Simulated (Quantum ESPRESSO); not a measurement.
# MnS (Rambergite): the choice of form of the Hubbard term

How much do the magnetic results of MnS (Rambergite) hang on the form of the Hubbard term?

Program: Quantum ESPRESSO 7.5. Level of theory: PBE with U = 5 eV on Mn d (atomic projectors); plane waves with GBRV 1.5 PBE potentials, no spin-orbit coupling (settings of the first rung). Results are calculated unless marked as measured.

The database entry behind the starting cell differs from later determinations by our own check (about 0.3 % short against later determinations), so it need not match the best structure at ambient conditions.

## Step 1: The structure

Symmetry: P6_3mc, No. 186, hexagonal system. The conventional cell has a = 3.976 Å, b = 3.976 Å, c = 6.432 Å, α = 90.00°, β = 90.00°, γ = 120.00°. Nearest to Mn lie 4 S at 2.41 to 2.48 Å. S has 4 Mn at 2.41 to 2.48 Å nearest. Farther neighbours and most contacts between anions are not listed.

The cell comes from the Crystallography Open Database.

## Step 2: Rung 1, start ferro ++

Input file pw.in:

```
&CONTROL
  calculation = 'scf'
  prefix = 'pwscf'
  outdir = './tmp'
  pseudo_dir = './pseudo'
  disk_io = 'nowf'
/
&SYSTEM
  ibrav = 0
  celldm(1) = 8
  nat = 4
  ntyp = 2
  ecutwfc = 40
  ecutrho = 280
  nbnd = 34
  occupations = 'smearing'
  smearing = 'fd'
  degauss = 0.00734986
  nspin = 2
  starting_magnetization(1) = 0.3
  starting_magnetization(2) = 0
/
&ELECTRONS
  conv_thr = 8d-09
  electron_maxstep = 150
  mixing_beta = 0.3
/
ATOMIC_SPECIES
Mn     54.9380 mn_pbe_v1.5.uspp.F.UPF
S      32.0600 s_pbe_v1.4.uspp.F.UPF
CELL_PARAMETERS alat
   0.9391938839390    0.0000000000000    0.0000000000000
  -0.4695969419695    0.8133657625591    0.0000000000000
   0.0000000000000    0.0000000000000    1.5193398041991
ATOMIC_POSITIONS crystal
Mn      0.3333333333    0.6666666667    0.0000000000
Mn      0.6666666667    0.3333333333    0.5000000000
S       0.3333333333    0.6666666667    0.3850000000
S       0.6666666667    0.3333333333    0.8850000000
K_POINTS automatic
6 6 6 0 0 0
HUBBARD {atomic}
U Mn-3d 5.0000
```

Run with:

```sh
> OMP_NUM_THREADS=1 mpirun -n 2 pw.x -nk 2 -in pw.in > pw.out
```

Log:

```text
Program PWSCF v.7.5 starts

     Message from routine setup:
     using ibrav=0 with symmetry is DISCOURAGED, use correct ibrav instead

     K-points division:     npool     =       2
     Subspace diagonalization in iterative solution of the eigenvalue problem:

     bravais-lattice index     =            0
     lattice parameter (alat)  =       8.0000  a.u.
     unit-cell volume          =     594.2457 (a.u.)^3
     number of atoms/cell      =            4
     number of atomic types    =            2
     number of electrons       =        42.00
     number of Kohn-Sham states=           34
     kinetic-energy cutoff     =      40.0000  Ry
     charge density cutoff     =     280.0000  Ry
     scf convergence threshold =      8.0E-09
     mixing beta               =       0.3000
     number of iterations used =            8  plain     mixing
     Exchange-correlation=  SLA  PW   PBX  PBC
                           (   1   4   3   4   0   0   0)
     Hubbard projectors: atomic
     Hubbard parameters of DFT+U (Dudarev formulation) in eV:
     U(Mn-3d) =  5.0000

     Internal variables: lda_plus_u =T, lda_plus_u_kind = 0

     Internal variables: orbital_resolved =F, hub_pot_fix =F, apply_U = F

     celldm(1)=   8.000000  celldm(2)=   0.000000  celldm(3)=   0.000000
     celldm(4)=   0.000000  celldm(5)=   0.000000  celldm(6)=   0.000000

     crystal axes: (cart. coord. in units of alat)
               a(1) = (   0.939194   0.000000   0.000000 )
               a(2) = (  -0.469597   0.813366   0.000000 )
               a(3) = (   0.000000   0.000000   1.519340 )

     reciprocal axes: (cart. coord. in units 2 pi/alat)
               b(1) = (  1.064743  0.614730 -0.000000 )
               b(2) = (  0.000000  1.229459  0.000000 )
               b(3) = (  0.000000 -0.000000  0.658181 )

     PseudoPot. # 1 for Mn read from file:
     mn_pbe_v1.5.uspp.F.UPF
     Pseudo is Ultrasoft + core correction, Zval = 15.0

     PseudoPot. # 2 for S  read from file:
     s_pbe_v1.4.uspp.F.UPF
     Pseudo is Ultrasoft + core correction, Zval =  6.0

     atomic species   valence    mass     pseudopotential
     Mn               15.00    54.93800     Mn( 1.00)
     S                 6.00    32.06000     S ( 1.00)

     Starting magnetic structure
     atomic species   magnetization
     Mn              0.300
     S               0.000

     12 Sym. Ops. (no inversion) found ( 6 have fractional translation)

   Cartesian axes

     site n.     atom                  positions (alat units)
         1        Mn     tau(   1) = (  -0.0000000   0.5422438   0.0000000  )
         2        Mn     tau(   2) = (   0.4695969   0.2711219   0.7596699  )
         3        S      tau(   3) = (  -0.0000000   0.5422438   0.5849458  )
         4        S      tau(   4) = (   0.4695969   0.2711219   1.3446157  )

     number of k points=    28  Fermi-Dirac smearing, width (Ry)=  0.0073
                       cart. coord. in units 2pi/alat
        k(    1) = (   0.0000000   0.0000000   0.0000000), wk =   0.0046296
        k(    2) = (   0.0000000   0.0000000   0.1096968), wk =   0.0092593
        k(    3) = (   0.0000000   0.0000000   0.2193935), wk =   0.0092593
        k(    4) = (   0.0000000   0.0000000  -0.3290903), wk =   0.0046296
        k(    5) = (   0.0000000   0.2049099   0.0000000), wk =   0.0277778
        [... 23 further k-points ...]

     Dense  grid:    46931 G-vectors     FFT dimensions: (  45,  45,  72)

     Smooth grid:    20269 G-vectors     FFT dimensions: (  32,  32,  50)

     Check: negative core charge=   -0.000033
     Generating pointlists ...
     new r_m :   0.2350 (alat units)  1.8800 (a.u.) for type    1
     new r_m :   0.2350 (alat units)  1.8800 (a.u.) for type    2

     Initial potential from superposition of free atoms

     starting charge      40.9998, renormalised to      42.0000

     STARTING HUBBARD OCCUPATIONS:

     =================== HUBBARD OCCUPATIONS ===================
     ------------------------ ATOM    1 ------------------------
     Tr[ns(  1)] (up, down, total) =   5.00000  0.00000  5.00000
     Atomic magnetic moment for atom   1 =   5.00000
     [... lines left out ...]
     ------------------------ ATOM    2 ------------------------
     Tr[ns(  2)] (up, down, total) =   5.00000  0.00000  5.00000
     Atomic magnetic moment for atom   2 =   5.00000
     [... lines left out ...]
     Number of occupied Hubbard levels =   10.0000

     Atomic wfc used for Hubbard projectors are NOT orthogonalized

     Starting wfcs are   34 randomized atomic wfcs

     Self-consistent Calculation

     iteration #  1     ecut=    40.00 Ry     beta= 0.30
     Davidson diagonalization with overlap
     ethr =  1.00E-02,  avg # of iterations =  4.5

     =================== HUBBARD OCCUPATIONS ===================
     ------------------------ ATOM    1 ------------------------
     Tr[ns(  1)] (up, down, total) =   4.88979  0.23746  5.12726
     Atomic magnetic moment for atom   1 =   4.65233
     [... lines left out ...]
     ------------------------ ATOM    2 ------------------------
     Tr[ns(  2)] (up, down, total) =   4.88979  0.23746  5.12726
     Atomic magnetic moment for atom   2 =   4.65233
     [... lines left out ...]
     Number of occupied Hubbard levels =   10.2545

     total energy              =    -470.41519474 Ry
     estimated scf accuracy    <       0.99977521 Ry

     total magnetization       =    10.00 Bohr mag/cell
     absolute magnetization    =    10.01 Bohr mag/cell

     iteration #  2     ecut=    40.00 Ry     beta= 0.30
     Davidson diagonalization with overlap
     ethr =  2.38E-03,  avg # of iterations =  1.8

     total energy              =    -470.57187835 Ry
     estimated scf accuracy    <       0.06193566 Ry

     total magnetization       =    10.00 Bohr mag/cell
     absolute magnetization    =    10.00 Bohr mag/cell

     [... further iterations left out ...]

     iteration #  9     ecut=    40.00 Ry     beta= 0.30
     Davidson diagonalization with overlap
     ethr =  9.89E-10,  avg # of iterations =  3.8

     negative rho (up, down):  0.000E+00 1.089E-03

     total energy              =    -470.59465309 Ry
     estimated scf accuracy    <       0.00000022 Ry

     total magnetization       =    10.00 Bohr mag/cell
     absolute magnetization    =    10.00 Bohr mag/cell

     iteration # 10     ecut=    40.00 Ry     beta= 0.30
     Davidson diagonalization with overlap
     ethr =  5.35E-10,  avg # of iterations =  2.2

     negative rho (up, down):  0.000E+00 1.089E-03

     Magnetic moment per site  (integrated on atomic sphere of radius R)
     atom   1 (R=0.235)  charge= 12.8654  magn=  4.3900
     atom   2 (R=0.235)  charge= 12.8654  magn=  4.3900
     atom   3 (R=0.235)  charge=  4.2226  magn=  0.0195
     atom   4 (R=0.235)  charge=  4.2226  magn=  0.0195

     End of self-consistent calculation

     =================== HUBBARD OCCUPATIONS ===================
     ------------------------ ATOM    1 ------------------------
     Tr[ns(  1)] (up, down, total) =   4.98342  0.37848  5.36190
     Atomic magnetic moment for atom   1 =   4.60493
     [... lines left out ...]
     ------------------------ ATOM    2 ------------------------
     Tr[ns(  2)] (up, down, total) =   4.98342  0.37848  5.36190
     Atomic magnetic moment for atom   2 =   4.60493
     [... lines left out ...]
     Number of occupied Hubbard levels =   10.7238

     [... lines left out ...]
     the Fermi energy is     7.9533 ev

!    total energy              =    -470.59465321 Ry
     estimated scf accuracy    <          6.1E-09 Ry
     smearing contrib. (-TS)   =      -0.00000209 Ry
     internal energy E=F+TS    =    -470.59465113 Ry

     The total energy is F=E-TS. E is the sum of the following terms:
     one-electron contribution =    -316.27039358 Ry
     hartree contribution      =     168.86635143 Ry
     xc contribution           =     -70.44898940 Ry
     ewald contribution        =    -252.87415758 Ry
     Hubbard energy            =       0.13253801 Ry

     total magnetization       =    10.00 Bohr mag/cell
     absolute magnetization    =    10.00 Bohr mag/cell

     convergence has been achieved in  10 iterations

=------------------------------------------------------------------------------=
   JOB DONE.
=------------------------------------------------------------------------------=
```

Run time: 77 s. Hardware: 2 MPI ranks of Arm Neoverse N1, shared host; peak memory 0.4 GiB; 2.6 min of CPU time.

Spin moment in the atom's sphere by atom:

```csv
atom,spin moment in the atom's sphere (μB)
Mn1,4.39
Mn2,4.39
S3,0.02
S4,0.02
```

Read from the output:

| Property | Result |
| --- | --- |
| magnetization | 10 μB |
| final state | ferromagnetic |

## Step 3: Rung 1, start antiferro +-

Edit pw.in of step 2 so:

```diff
@@ -11,6 +11,6 @@
   nat = 4
-  ntyp = 2
+  ntyp = 3
   ecutwfc = 40
   ecutrho = 280
-  nbnd = 34
+  nbnd = 30
   occupations = 'smearing'
@@ -20,3 +20,4 @@
   starting_magnetization(1) = 0.3
-  starting_magnetization(2) = 0
+  starting_magnetization(2) = -0.3
+  starting_magnetization(3) = 0
 /
@@ -28,3 +29,4 @@
 ATOMIC_SPECIES
-Mn     54.9380 mn_pbe_v1.5.uspp.F.UPF
+Mn1    54.9380 mn_pbe_v1.5.uspp.F.UPF
+Mn2    54.9380 mn_pbe_v1.5.uspp.F.UPF
 S      32.0600 s_pbe_v1.4.uspp.F.UPF
@@ -35,4 +37,4 @@
 ATOMIC_POSITIONS crystal
-Mn      0.3333333333    0.6666666667    0.0000000000
-Mn      0.6666666667    0.3333333333    0.5000000000
+Mn1     0.3333333333    0.6666666667    0.0000000000
+Mn2     0.6666666667    0.3333333333    0.5000000000
 S       0.3333333333    0.6666666667    0.3850000000
@@ -42,2 +44,3 @@
 HUBBARD {atomic}
-U Mn-3d 5.0000
+U Mn1-3d 5.0000
+U Mn2-3d 5.0000
```

Log:

```text
     [... lines left out ...]
Program PWSCF v.7.5 starts
     [... lines left out ...]
     number of atoms/cell      =            4
     [... lines left out ...]
     number of electrons       =        42.00
     number of Kohn-Sham states=           30
     kinetic-energy cutoff     =      40.0000  Ry
     charge density cutoff     =     280.0000  Ry
     scf convergence threshold =      8.0E-09
     [... lines left out ...]
      6 Sym. Ops. (no inversion) found
     [... lines left out ...]
     number of k points=    34  Fermi-Dirac smearing, width (Ry)=  0.0073
     [... lines left out ...]
     iteration # 12     ecut=    40.00 Ry     beta= 0.30
     [... lines left out ...]
     Magnetic moment per site  (integrated on atomic sphere of radius R)
     atom   1 (R=0.235)  charge= 12.8688  magn=  4.3544
     atom   2 (R=0.235)  charge= 12.8688  magn= -4.3544
     atom   3 (R=0.235)  charge=  4.2193  magn= -0.0038
     atom   4 (R=0.235)  charge=  4.2193  magn=  0.0038
     [... lines left out ...]
     Tr[ns(  1)] (up, down, total) =   4.98108  0.40630  5.38738
     [... lines left out ...]
     Tr[ns(  2)] (up, down, total) =   0.40630  4.98108  5.38738
     [... lines left out ...]
     the Fermi energy is     7.8789 ev
!    total energy              =    -470.60088601 Ry
     estimated scf accuracy    <          3.6E-09 Ry
     smearing contrib. (-TS)   =      -0.00000014 Ry
     [... lines left out ...]
     total magnetization       =     0.00 Bohr mag/cell
     absolute magnetization    =     9.86 Bohr mag/cell
     convergence has been achieved in  12 iterations
```

Run time: 1.9 min. Hardware: 2 MPI ranks; peak memory 0.41 GiB; 3.8 min of CPU time.

Spin moment in the atom's sphere by atom:

```csv
atom,spin moment in the atom's sphere (μB)
Mn1,4.35
Mn2,-4.35
S3,0.00
S4,0.00
```

Numbers from this step:

```yaml
magnetization: 0 μB
final_state: antiferromagnetic
```

## Step 4: Rung 2, start ferro ++

Input file pw.in:

```
&CONTROL
  calculation = 'scf'
  prefix = 'pwscf'
  outdir = './tmp'
  pseudo_dir = './pseudo'
  disk_io = 'nowf'
/
&SYSTEM
  ibrav = 0
  celldm(1) = 8
  nat = 4
  ntyp = 2
  ecutwfc = 40
  ecutrho = 280
  nbnd = 34
  occupations = 'smearing'
  smearing = 'fd'
  degauss = 0.00734986
  nspin = 2
  starting_magnetization(1) = 0.3
  starting_magnetization(2) = 0
/
&ELECTRONS
  conv_thr = 8d-09
  electron_maxstep = 150
  mixing_beta = 0.3
/
ATOMIC_SPECIES
Mn     54.9380 mn_pbe_v1.5.uspp.F.UPF
S      32.0600 s_pbe_v1.4.uspp.F.UPF
CELL_PARAMETERS alat
   0.9391938839390    0.0000000000000    0.0000000000000
  -0.4695969419695    0.8133657625591    0.0000000000000
   0.0000000000000    0.0000000000000    1.5193398041991
ATOMIC_POSITIONS crystal
Mn      0.3333333333    0.6666666667    0.0000000000
Mn      0.6666666667    0.3333333333    0.5000000000
S       0.3333333333    0.6666666667    0.3850000000
S       0.6666666667    0.3333333333    0.8850000000
K_POINTS automatic
6 6 6 0 0 0
HUBBARD {norm-atomic}
U Mn-3d 5.0000
```

Log:

```text
     [... lines left out ...]
Program PWSCF v.7.5 starts
     [... lines left out ...]
     number of atoms/cell      =            4
     [... lines left out ...]
     number of electrons       =        42.00
     number of Kohn-Sham states=           34
     kinetic-energy cutoff     =      40.0000  Ry
     charge density cutoff     =     280.0000  Ry
     scf convergence threshold =      8.0E-09
     [... lines left out ...]
     12 Sym. Ops. (no inversion) found ( 6 have fractional translation)
     [... lines left out ...]
     number of k points=    28  Fermi-Dirac smearing, width (Ry)=  0.0073
     [... lines left out ...]
     iteration # 10     ecut=    40.00 Ry     beta= 0.30
     [... lines left out ...]
     Magnetic moment per site  (integrated on atomic sphere of radius R)
     atom   1 (R=0.235)  charge= 12.8654  magn=  4.3899
     atom   2 (R=0.235)  charge= 12.8654  magn=  4.3899
     atom   3 (R=0.235)  charge=  4.2225  magn=  0.0197
     atom   4 (R=0.235)  charge=  4.2225  magn=  0.0197
     [... lines left out ...]
     Tr[ns(  1)] (up, down, total) =   4.97838  0.37792  5.35630
     [... lines left out ...]
     Tr[ns(  2)] (up, down, total) =   4.97838  0.37792  5.35630
     [... lines left out ...]
     the Fermi energy is     7.9529 ev
!    total energy              =    -470.59310876 Ry
     estimated scf accuracy    <          6.7E-09 Ry
     smearing contrib. (-TS)   =      -0.00000212 Ry
     [... lines left out ...]
     total magnetization       =    10.00 Bohr mag/cell
     absolute magnetization    =    10.00 Bohr mag/cell
     convergence has been achieved in  10 iterations
```

Elapsed: 80 s, on 2 MPI ranks; peak memory 0.4 GiB; 2.7 min of CPU time.

Read from the output:

- magnetization: 10 μB
- final state: ferromagnetic
- largest moment: 4.390 μB

## Step 5: Rung 2, start antiferro +-

Edit pw.in of step 4 so:

```diff
@@ -11,6 +11,6 @@
   nat = 4
-  ntyp = 2
+  ntyp = 3
   ecutwfc = 40
   ecutrho = 280
-  nbnd = 34
+  nbnd = 30
   occupations = 'smearing'
@@ -20,3 +20,4 @@
   starting_magnetization(1) = 0.3
-  starting_magnetization(2) = 0
+  starting_magnetization(2) = -0.3
+  starting_magnetization(3) = 0
 /
@@ -28,3 +29,4 @@
 ATOMIC_SPECIES
-Mn     54.9380 mn_pbe_v1.5.uspp.F.UPF
+Mn1    54.9380 mn_pbe_v1.5.uspp.F.UPF
+Mn2    54.9380 mn_pbe_v1.5.uspp.F.UPF
 S      32.0600 s_pbe_v1.4.uspp.F.UPF
@@ -35,4 +37,4 @@
 ATOMIC_POSITIONS crystal
-Mn      0.3333333333    0.6666666667    0.0000000000
-Mn      0.6666666667    0.3333333333    0.5000000000
+Mn1     0.3333333333    0.6666666667    0.0000000000
+Mn2     0.6666666667    0.3333333333    0.5000000000
 S       0.3333333333    0.6666666667    0.3850000000
@@ -42,2 +44,3 @@
 HUBBARD {norm-atomic}
-U Mn-3d 5.0000
+U Mn1-3d 5.0000
+U Mn2-3d 5.0000
```

Log:

```text
     [... lines left out ...]
Program PWSCF v.7.5 starts
     [... lines left out ...]
     number of atoms/cell      =            4
     [... lines left out ...]
     number of electrons       =        42.00
     number of Kohn-Sham states=           30
     kinetic-energy cutoff     =      40.0000  Ry
     charge density cutoff     =     280.0000  Ry
     scf convergence threshold =      8.0E-09
     [... lines left out ...]
      6 Sym. Ops. (no inversion) found
     [... lines left out ...]
     number of k points=    34  Fermi-Dirac smearing, width (Ry)=  0.0073
     [... lines left out ...]
     iteration # 12     ecut=    40.00 Ry     beta= 0.30
     [... lines left out ...]
     Magnetic moment per site  (integrated on atomic sphere of radius R)
     atom   1 (R=0.235)  charge= 12.8687  magn=  4.3542
     atom   2 (R=0.235)  charge= 12.8687  magn= -4.3542
     atom   3 (R=0.235)  charge=  4.2193  magn= -0.0040
     atom   4 (R=0.235)  charge=  4.2193  magn=  0.0040
     [... lines left out ...]
     Tr[ns(  1)] (up, down, total) =   4.97604  0.40573  5.38177
     [... lines left out ...]
     Tr[ns(  2)] (up, down, total) =   0.40573  4.97604  5.38176
     [... lines left out ...]
     the Fermi energy is     7.8780 ev
!    total energy              =    -470.59934881 Ry
     estimated scf accuracy    <          1.5E-09 Ry
     smearing contrib. (-TS)   =      -0.00000014 Ry
     [... lines left out ...]
     total magnetization       =     0.00 Bohr mag/cell
     absolute magnetization    =     9.86 Bohr mag/cell
     convergence has been achieved in  12 iterations
```

Elapsed: 1.9 min, on 2 MPI ranks; peak memory 0.41 GiB.

Read from the output:

```
magnetization  : 0 μB
final state    : antiferromagnetic
largest moment : 4.354 μB
```

(Part 1 of 2 ends here.)

[Logs and program files are shortened in this print: banners, set-up blocks, solver, clock and traceback lines can be left out without a mark of their own.]

[Logs are printed without paths, hosts, clocks, repeated set-up lines and the standing remarks that a program may print on its own settings, such as how far it seeks lower states.]

[Hosts, paths, dates, database ids (printed as entryN), source tags and the programs' standing remarks are cut or masked in the printed files.]

[Where a cell is said to come from a database of computed structures, the database is the Materials Project.]
